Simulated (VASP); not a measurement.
Wanted: the native input for a VASP 6.6.1 run.

- Task: single point
- Functional: PBE
- Potentials or basis: VASP PAW PBE potentials, release 64 (Ti_sv, O)
- Cutoff: 520 eV
- k mesh: 9 × 6 × 4
- Occupations: fermi-dirac, width 0.05 eV
- Spin: no spin polarisation
- Further INCAR settings: ALGO = Normal; EDIFF = 1e-07; NBANDS = 46

The structure of TiO2 lies in POSCAR:

```
TiO2
1.0
    2.9682645463      0.0000000000      0.0000000000
    0.0002080834      4.7076067549      0.0000000000
    1.4835696211      0.2423534620      7.0834647979
Ti O
3 6
Direct
    0.0033718700      0.0003888100      0.0007031900
    0.3446402100      0.4802596500      0.3169598700
    0.6617081400      0.5204743600      0.6844963600
    0.4400381600      0.1854376900      0.1285388000
    0.7779263400      0.2977287500      0.4518780700
    0.1012362400      0.3089534200      0.8062432200
    0.9064972100      0.6918369900      0.1951715700
    0.2294071500      0.7030072800      0.5495147300
    0.5680256700      0.8153000600      0.8728271800
```

The cell comes from a database or a generator and needn't be the stable form of this composition.

These files were run (other wordings do the same):

INCAR

```
SYSTEM = TiO2
  PREC = Accurate
  ENCUT = 520
  EDIFF = 1E-7
  ISMEAR = -1
  SIGMA = 0.05
  LREAL = .FALSE.
  LASPH = .TRUE.
  NELM = 80
  ALGO = Normal
  ISIF = 2
  LWAVE = .FALSE.
  LCHARG = .FALSE.
  GGA = PE
  NBANDS = 46
```

KPOINTS

```
Automatic mesh
0
G
  9 6 4
  0 0 0
```

Potentials or basis: VASP PAW PBE potentials, release 64 (Ti_sv, O).

Run with:

```bash
$ cat potpaw_PBE.64/Ti_sv/POTCAR potpaw_PBE.64/O/POTCAR > POTCAR
$ mpirun -np 1 vasp_std > vasp.out
```

It gave:

| Property | Result |
| --- | --- |
| Pressure | 4.4 GPa |
| Largest force | 0.183 eV/Å |
| Band gap on the k mesh | 2.24 eV, indirect (least direct gap 2.30 eV) |

Caveat: an odd mesh through Γ misses points on the zone boundary, where band edges often lie.

Wall time 8 min on 1 thread of AMD EPYC 9R45 (Zen 5), on a shared host, peak memory 0.43 GiB.
